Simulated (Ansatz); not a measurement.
# Ta: energy less free atoms and pressure against volume scale

Results calculated with Ansatz 0.2.0, not measured. Periodic Kohn-Sham DFT of a crystal at fixed atoms, scaled to volume_scale times the given cell; pressure positive in compression, energy less spherical unpolarised free atoms, largest_vzz the field gradient of largest size among the nuclei.

The cell before it is scaled or strained (space group Fm-3m, No. 225):
```
Ta
1.0
      0.0000     2.1100     2.1100
      2.1100     0.0000     2.1100
      2.1100     2.1100     0.0000
Ta
1
Direct
  0.00000 0.00000 0.00000
```

Settings of every row: method all-electron LAPW; functional PBEsol; relativity scalar; k mesh 15x15x15; filling fermi-dirac; smearing width 0.08 eV; basis error target 0.5 meV/atom; nucleus gaussian.

Atom start moment: 0 on all atoms.

Limits: no spin-orbit coupling on heavy atoms.

| row | volume scale | V (Å³/atom) | energy less free atoms (eV/atom) | pressure (GPa) |
| --- | --- | --- | --- | --- |
| 1 | 0.94 | 17.661 | -10.2011 | 6.513 |
| 2 | 0.9405 | 17.67 | -10.2015 | 6.395 |
| 3 | 0.96 | 18.036 | ? | ? |
| 4 | 0.98 | 18.412 | -10.2108 | -2.11 |
| 5 | 0.99 | 18.6 | -10.2072 | -4.016 |
| 6 | 1 | 18.788 | -10.2014 | -5.833 |
| 7 | 1.01 | 18.976 | -10.1935 | -7.563 |
| 8 | 1.02 | 19.164 | -10.1837 | -9.212 |
| 9 | 1.04 | 19.539 | -10.1584 | -12.282 |
| 10 | 1.06 | 19.915 | -10.1263 | -15.072 |

Question: what energy less free atoms and pressure should row 3 give?

Worked fit of energy less free atoms. Take u = (V_r/V)^(2/3) − 1 with V_r = 18.788 Å³ an atom, which is twice the finite (Eulerian) strain; such expansions in the strain, on which the Birch-Murnaghan equation of state is built, carry the rest volume and the bulk modulus. The shown rows have u = 0.0421, 0.04175, 0.01357, 0.00673, 0, -0.00662, -0.01312, -0.02579, -0.03809. Least squares give energy less free atoms = −10.2014 − 1.0314 × u + 24.664 × u² eV/atom; a straight line predicts inner rows, each left out in turn, worse (root mean square 0.017 against 5.1e-05 eV/atom). The rows lie off it by 0.0000, 0.0000, 0.0001, 0.0000, 0.0000, 0.0000, -0.0001, 0.0000, 0.0000. Its lowest point lies at u = 0.0209, or V = 18.21 Å³ an atom, and the curvature there gives the bulk modulus at fixed shape and fractions, B = (4/9)(1 + u)² E″(u)/V = 201 GPa. The withheld row has u = 0.02761, so the fit gives −10.2014 − 1.0314 × (0.02761) + 24.664 × (0.02761)² = -10.2111 eV/atom.

The calculation gave -10.211 eV/atom. The fit lies 0.0001 eV/atom (0.12 % of the column's range) below it, one unit of the last digit.

Worked fit of pressure. Take u = (V_r/V)^(2/3) − 1 with V_r = 18.788 Å³ an atom, which is twice the finite (Eulerian) strain; such expansions in the strain, on which the Birch-Murnaghan equation of state is built, carry the rest volume and the bulk modulus. The shown rows have u = 0.0421, 0.04175, 0.01357, 0.00673, 0, -0.00662, -0.01312, -0.02579, -0.03809. Least squares give pressure = −5.833 + 265.804 × u + 628.92 × u² + 511 × u³ GPa; a parabola predicts inner rows, each left out in turn, worse (root mean square 0.0076 against 0.0034 GPa). The rows lie off it by 0.003, -0.003, -0.001, -0.001, 0.000, 0.002, 0.001, -0.003, 0.001. The pressure vanishes at u = 0.0209, or V = 18.21 Å³ an atom, and there the bulk modulus at fixed shape and fractions is B = −V dP/dV = (2/3)(1 + u) dP/du = 199 GPa. The withheld row has u = 0.02761, so the fit gives −5.833 + 265.804 × (0.02761) + 628.92 × (0.02761)² + 511 × (0.02761)³ = 1.996 GPa.

The calculation gave 1.992 GPa. The fit lies 0.004 GPa (0.019 % of the column's range) above it; its largest miss of a shown row is 0.003 GPa.
